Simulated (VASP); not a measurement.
# Ce (Im-3m) in VASP: a series of runs

Runs on Ce. Level: PBE+U. Tasks: single point.

Program: VASP 6.6.1. These are calculated values, not measurements. Logs are shortened: lines on timing, memory, paths and dates and some standing lists are left out, and cuts for length are marked.

### Step 1. The structure

Symmetry: Im-3m, No. 229, cubic system. The conventional cell has a = 4.196 Å, b = 4.196 Å, c = 4.196 Å, α = 90.00°, β = 90.00°, γ = 90.00°. Ce (site symmetry m-3m) has 8 Ce at 3.63 Å as nearest neighbours.

The cell was built by a generator and needn't be a form met in nature.

### Step 2. Single point, PBE+U, collinear spin, twin_end start

INCAR

```
ALGO = Normal
EDIFF = 1E-7
ENCUT = 520
GGA = PE
ISIF = 2
ISMEAR = 0
ISPIN = 2
LASPH = True
LCHARG = True
LDAU = True
LDAUJ = 0
LDAUL = 3
LDAUPRINT = 1
LDAUTYPE = 2
LDAUU = 5
LELF = True
LMAXMIX = 6
LORBIT = 11
LREAL = False
LVHAR = True
LWAVE = False
MAGMOM = 1.53
NBANDS = 16
NELM = 150
PREC = Accurate
SIGMA = 0.05
```

KPOINTS

```
k-points
0
Gamma
  8 8 8
```

POSCAR

```
Ce
1.0
   -2.0980494381      2.0980494381      2.0980494381
    2.0980494381     -2.0980494381      2.0980494381
    2.0980494381      2.0980494381     -2.0980494381
Ce
1
Direct
    0.0000000000      0.0000000000      0.0000000000
```

Potentials or basis: VASP PAW PBE potentials, release 64 (Ce).

Launch:

```
cat potpaw_PBE.64/Ce/POTCAR > POTCAR
mpirun -np 1 vasp_std > vasp.out
```

OUTCAR:

```text
EDIFF = 1E-7
   ENCUT = 520
   GGA = PE
   ISIF = 2
   ISMEAR = 0
   ISPIN = 2
   LASPH = True
   LORBIT = 11
   LREAL = False
   NELM = 150
   PREC = Accurate

 ion  position               nearest neighbor table
   1  0.000  0.000  0.000-

  LATTYP: Found a body centered cubic cell.
 ALAT       =     4.1960988762

  Lattice vectors:

 A1 = (  -2.0980494381,   2.0980494381,   2.0980494381)
 A2 = (   2.0980494381,  -2.0980494381,   2.0980494381)
 A3 = (   2.0980494381,   2.0980494381,  -2.0980494381)

Analysis of symmetry for initial positions (statically):
=====================================================================
 Subroutine PRICEL returns:
 Original cell was already a primitive cell.

 Routine SETGRP: Setting up the symmetry group for a
 body centered cubic supercell.

 Subroutine GETGRP returns: Found 48 space group operations
 (whereof 48 operations were pure point group operations)
 out of a pool of 48 trial point group operations.

The static configuration has the point symmetry O_h .

Analysis of symmetry for dynamics (positions and initial velocities):
=====================================================================
 Subroutine PRICEL returns:
 Original cell was already a primitive cell.

 Routine SETGRP: Setting up the symmetry group for a
 body centered cubic supercell.

 Subroutine GETGRP returns: Found 48 space group operations
 (whereof 48 operations were pure point group operations)
 out of a pool of 48 trial point group operations.

The dynamic configuration has the point symmetry O_h .

Analysis of structural, dynamic, and magnetic symmetry:
=====================================================================
 Subroutine PRICEL returns:
 Original cell was already a primitive cell.

 Routine SETGRP: Setting up the symmetry group for a
 body centered cubic supercell.

 Subroutine GETGRP returns: Found 48 space group operations
 (whereof 48 operations were pure point group operations)
 out of a pool of 48 trial point group operations.

The overall configuration has the point symmetry O_h .

 Subroutine INISYM returns: Found 48 space group operations
 (whereof 48 operations are pure point group operations),
 and found     1 'primitive' translations

----------------------------------------------------------------------------------------

                                     Primitive cell

  volume of cell :      36.9409

  direct lattice vectors                    reciprocal lattice vectors
    -2.098049438  2.098049438  2.098049438     0.000000000  0.238316596  0.238316596
     2.098049438 -2.098049438  2.098049438     0.238316596  0.000000000  0.238316596
     2.098049438  2.098049438 -2.098049438     0.238316596  0.238316596  0.000000000

  length of vectors
     3.633928224  3.633928224  3.633928224     0.337030562  0.337030562  0.337030562

  position of ions in fractional coordinates (direct lattice)
     0.000000000  0.000000000  0.000000000

  ion indices of the primitive-cell ions
   primitive index   ion index
                 1           1

[... 100 lines left out ...]
   GGA     = PE    functional components
   LHFCALC =     F    Hartree Fock is set to
   AEXX    =    0.0000 exact exchange contribution
   IVDW    =     0    specifies the selected vdW correction
   LEPSILON=     F    determine dielectric tensor
   LRPA    =     F    only Hartree local field effects (RPA)
 spin polarized calculation
 Gauss-broadening in eV      SIGMA  =   0.05
  energy-cutoff  :      520.00
  volume of cell :       36.94
 maximum number of plane-waves:      1009
   NGX = 13   NGY = 13   NGZ = 13

 number of electron      12.0000001 magnetization       0.0001355

atom =   1  type =  1  l = 3

 onsite density matrix

spin component  1

  0.0438 -0.0000 -0.0438 -0.0000 -0.0000 -0.0000 -0.0000
 -0.0000  0.0037 -0.0000 -0.0000 -0.0000  0.0000  0.0000
 -0.0438 -0.0000  0.0665 -0.0000  0.0000  0.0000  0.0000
 -0.0000 -0.0000 -0.0000  0.0099  0.0000 -0.0000 -0.0000
 -0.0000 -0.0000  0.0000  0.0000  0.0665 -0.0000  0.0438
 -0.0000  0.0000  0.0000 -0.0000 -0.0000  0.1004  0.0000
 -0.0000  0.0000  0.0000 -0.0000  0.0438  0.0000  0.0438

spin component  2

  0.0438 -0.0000 -0.0439 -0.0000 -0.0000 -0.0000 -0.0000
 -0.0000  0.0037 -0.0000 -0.0000 -0.0000  0.0000  0.0000
 -0.0439 -0.0000  0.0665 -0.0000  0.0000  0.0000  0.0000
 -0.0000 -0.0000 -0.0000  0.0099  0.0000 -0.0000 -0.0000
 -0.0000 -0.0000  0.0000  0.0000  0.0665 -0.0000  0.0439
 -0.0000  0.0000  0.0000 -0.0000 -0.0000  0.1005  0.0000
 -0.0000  0.0000  0.0000 -0.0000  0.0439  0.0000  0.0438

 occupancies and eigenvectors

  o =  0.0037  v =  0.0000 -1.0000  0.0000  0.0000  0.0000  0.0000 -0.0000  0.0000  0.0000  0.0000  0.0000  0.0000  0.0000  0.0000      0.0000  0.0000  0.0000  0.0000  0.0000  0.0000  0.0000  0.0000  0.0000  0.0000  0.0000  0.0000  0.0000  0.0000
  o =  0.0037  v =  0.0000  0.0000  0.0000  0.0000  0.0000  0.0000  0.0000  0.0000 -1.0000 -0.0000 -0.0000 -0.0000  0.0000  0.0000      0.0000  0.0000  0.0000  0.0000  0.0000  0.0000  0.0000  0.0000  0.0000  0.0000  0.0000  0.0000  0.0000  0.0000
  o =  0.0099  v = -0.7906  0.0000 -0.6124 -0.0000 -0.0000 -0.0000 -0.0000  0.0000  0.0000  0.0000  0.0000  0.0000  0.0000  0.0000      0.0000  0.0000  0.0000  0.0000  0.0000  0.0000  0.0000  0.0000  0.0000  0.0000  0.0000  0.0000  0.0000  0.0000
  o =  0.0099  v =  0.0000  0.0000 -0.0000  0.0018  0.6124  0.0000 -0.7906  0.0000  0.0000  0.0000  0.0000  0.0000  0.0000  0.0000      0.0000  0.0000  0.0000  0.0000  0.0000  0.0000  0.0000  0.0000  0.0000  0.0000  0.0000  0.0000  0.0000  0.0000
  o =  0.0099  v =  0.0000 -0.0000  0.0000 -1.0000  0.0011  0.0000 -0.0014  0.0000  0.0000  0.0000  0.0000  0.0000  0.0000  0.0000      0.0000  0.0000  0.0000  0.0000  0.0000  0.0000  0.0000  0.0000  0.0000  0.0000  0.0000  0.0000  0.0000  0.0000
  o =  0.0099  v =  0.0000  0.0000  0.0000  0.0000  0.0000  0.0000  0.0000  0.0000 -0.0000 -0.0000  1.0000 -0.0004  0.0000  0.0005      0.0000  0.0000  0.0000  0.0000  0.0000  0.0000  0.0000  0.0000  0.0000  0.0000  0.0000  0.0000  0.0000  0.0000
  o =  0.0099  v =  0.0000  0.0000  0.0000  0.0000  0.0000  0.0000  0.0000 -0.7906  0.0000 -0.6124 -0.0000 -0.0000 -0.0000 -0.0000      0.0000  0.0000  0.0000  0.0000  0.0000  0.0000  0.0000  0.0000  0.0000  0.0000  0.0000  0.0000  0.0000  0.0000
  o =  0.0099  v =  0.0000  0.0000  0.0000  0.0000  0.0000  0.0000  0.0000  0.0000  0.0000  0.0000 -0.0007 -0.6124 -0.0000  0.7906      0.0000  0.0000  0.0000  0.0000  0.0000  0.0000  0.0000  0.0000  0.0000  0.0000  0.0000  0.0000  0.0000  0.0000
  o =  0.1004  v =  0.6124  0.0000 -0.7906 -0.0000 -0.0000 -0.0000 -0.0000  0.0000  0.0000  0.0000  0.0000  0.0000  0.0000  0.0000      0.0000  0.0000  0.0000  0.0000  0.0000  0.0000  0.0000  0.0000  0.0000  0.0000  0.0000  0.0000  0.0000  0.0000
  o =  0.1004  v =  0.0000 -0.0000 -0.0000 -0.0000  0.7902 -0.0289  0.6121  0.0000  0.0000  0.0000  0.0000  0.0000  0.0000  0.0000      0.0000  0.0000  0.0000  0.0000  0.0000  0.0000  0.0000  0.0000  0.0000  0.0000  0.0000  0.0000  0.0000  0.0000
  o =  0.1004  v =  0.0000 -0.0000  0.0000 -0.0000 -0.0228 -0.9996 -0.0177  0.0000  0.0000  0.0000  0.0000  0.0000  0.0000  0.0000      0.0000  0.0000  0.0000  0.0000  0.0000  0.0000  0.0000  0.0000  0.0000  0.0000  0.0000  0.0000  0.0000  0.0000
  o =  0.1005  v =  0.0000  0.0000  0.0000  0.0000  0.0000  0.0000  0.0000  0.0000  0.0000 -0.0000 -0.0000  0.7906  0.0004  0.6124      0.0000  0.0000  0.0000  0.0000  0.0000  0.0000  0.0000  0.0000  0.0000  0.0000  0.0000  0.0000  0.0000  0.0000
  o =  0.1005  v =  0.0000  0.0000  0.0000  0.0000  0.0000  0.0000  0.0000  0.6124  0.0000 -0.7906 -0.0000 -0.0000 -0.0000 -0.0000      0.0000  0.0000  0.0000  0.0000  0.0000  0.0000  0.0000  0.0000  0.0000  0.0000  0.0000  0.0000  0.0000  0.0000
  o =  0.1005  v =  0.0000  0.0000  0.0000  0.0000  0.0000  0.0000  0.0000  0.0000 -0.0000  0.0000  0.0000  0.0003 -1.0000  0.0003      0.0000  0.0000  0.0000  0.0000  0.0000  0.0000  0.0000  0.0000  0.0000  0.0000  0.0000  0.0000  0.0000  0.0000

 number of electron      12.0000001 magnetization      -0.0002327

 Free energy of the ion-electron system (eV)
  ---------------------------------------------------
  ext. energy  EPLUGINS =         0.00000000
  ---------------------------------------------------
  free energy    TOTEN  =        -3.61479660 eV

  energy without entropy =       -3.60772555  energy(sigma->0) =       -3.61126108

 E-fermi :   6.2907     XC(G=0):  -9.8127

 val. band max:        6.2886184794   @ k =   0.1250   0.1250   0.0000
 cond. band min:       6.2938256653   @ k =   0.2500   0.2500   0.1250
 fundamental gap:      0.0052071860
 Fermi energy:         6.2906914366

 spin component 1

 k-point     1 :       0.0000    0.0000    0.0000
  band No.  band energies     occupation
      1     -29.5440      1.00000
      2     -11.4790      1.00000
      3     -11.4790      1.00000
      4     -11.4790      1.00000
      5       2.8800      1.00000
      6       6.3850      0.00381
[... 895 lines left out ...]
      5       5.3080      1.00000
      6       5.7066      1.00000
[... 8 lines left out ...]
     15       8.8526      0.00000
     16      10.9380      0.00000

 [... further k-points ...]

------------------------ aborting loop because EDIFF is reached ----------------------------------------

  FORCE on cell =-STRESS in cart. coord.  units (eV):
  Direction    XX          YY          ZZ          XY          YZ          ZX
  --------------------------------------------------------------------------------------
  -------------------------------------------------------------------------------------
  Total       -1.7839142     -1.7839142     -1.7839142     -0.0000000      0.0000000     -0.0000000
  in kB      -77.3708539    -77.3708539    -77.3708539     -0.0000000      0.0000000     -0.0000000
  external PRESSURE =     -77.3708539 kB  Pullay stress =       0.0000000 kB

 VOLUME and BASIS-vectors are now :
 -----------------------------------------------------------------------------
  energy-cutoff  :      520.00
  volume of cell :       36.94
      direct lattice vectors                 reciprocal lattice vectors
    -2.098049438  2.098049438  2.098049438     0.000000000  0.238316596  0.238316596
     2.098049438 -2.098049438  2.098049438     0.238316596  0.000000000  0.238316596
     2.098049438  2.098049438 -2.098049438     0.238316596  0.238316596  0.000000000

 POSITION                                       TOTAL-FORCE (eV/Angst)
 -----------------------------------------------------------------------------------
      0.00000      0.00000      0.00000        -0.000000     -0.000000      0.000000
 -----------------------------------------------------------------------------------
    total drift:                                0.000000     -0.000000      0.000000

  FREE ENERGIE OF THE ION-ELECTRON SYSTEM (eV)
  ---------------------------------------------------
  free  energy   TOTEN  =        -3.6147966031 eV

  energy  without entropy=       -3.6077255512  energy(sigma->0) =       -3.61126108

 total charge

# of ion       s       p       d       f       tot
--------------------------------------------------
    1        2.064   5.642   1.100   0.668   9.473

 magnetization (x)

# of ion       s       p       d       f       tot
--------------------------------------------------
    1       -0.000  -0.000  -0.000  -0.000  -0.001
```

Run time: 46 s. Hardware: 1 thread of Intel Xeon 6975P-C (Granite Rapids), shared host; peak memory 0.21 GiB.

Results:

```yaml
Free_energy: -3.6148 eV
Pressure: -7.7 GPa
Band_gap_on_the_k_mesh: none (metal or under the smearing width)
Net_moment: 0.00 μB per cell
Valence_electrons_inside_the_program's_atomic_spheres: Ce 9.47
```

Levels at points of the mesh, in eV from the Fermi level:
Spin up:
| k point | band 2 | band 3 | band 4 | band 5 | band 6 | band 7 | band 8 | band 9 | band 10 | band 11 |
| --- | --- | --- | --- | --- | --- | --- | --- | --- | --- | --- |
| (0.00, 0.00, 0.00) | -17.77 | -17.77 | -17.77 | -3.41 | 0.09 | 0.09 | 0.09 | 0.95 | 0.95 | 0.95 |
| (0.50, 0.00, 0.00) | -18.82 | -18.10 | -17.78 | -1.85 | -0.29 | 0.18 | 0.33 | 0.41 | 0.76 | 0.76 |
| (0.50, 0.50, 0.50) | -18.49 | -18.49 | -18.49 | -1.81 | -1.81 | 0.51 | 0.51 | 0.51 | 0.67 | 0.71 |
Spin down:
```
           k point  band 4  band 5  band 6  band 7  band 8  band 9
(0.00, 0.00, 0.00)  -17.77   -3.41    0.09    0.09    0.09    0.95
(0.50, 0.00, 0.00)  -17.78   -1.85   -0.29    0.18    0.33    0.41
(0.50, 0.50, 0.50)  -18.49   -1.81   -1.81    0.51    0.51    0.51
```

Eigenvalues of the final occupation matrices:
```tsv
site	spin	trace	eigenvalues
site 1 f	1	0.33	0.00 0.01 0.01 0.01 0.10 0.10 0.10
site 1 f	2	0.33	0.00 0.01 0.01 0.01 0.10 0.10 0.10
```

Caveat: the magnetic or orbital state may not be the lowest; spin-orbit coupling is left out, which moves the levels of the heavy elements. The state reached can hang on the start; a lower one may exist.

(Part 1 of 2 ends here.)
